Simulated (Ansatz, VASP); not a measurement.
**Rb: VASP beside Ansatz**

```xyz
1
Lattice="0.0000 3.6805 3.6805 3.6805 0.0000 3.6805 3.6805 3.6805 0.0000" Properties=species:S:1:pos:R:3 pbc="T T T"
Rb    0.0000    0.0000    0.0000
```

The cell was built by a generator and needn't be a form met in nature.

Alike in both runs: functional revPBE; k mesh 8 × 8 × 8; occupations fermi-dirac, width 0.1 eV; no spin polarisation.

Ansatz relaxed the structure, and its values are those at the end. VASP's run is a single point on that final structure, the one shown.

```csv
,VASP,Ansatz
version,VASP 6.6.1,Ansatz 0.2.0
potentials or method,"VASP PAW PBE potentials, release 64 (Rb_sv)","plane waves (420 eV) with PAW, scalar-relativistic"
plane-wave cutoff (eV),520,420
valence electrons in the cell,9,9
```

|  | VASP | Ansatz | Ansatz less VASP |
| --- | --- | --- | --- |
| pressure (GPa) | 0.0 | 0.0 | 0.00 |

Caveats: the PAW data sets were made with another functional, which shifts forces and pressure a little (VASP).
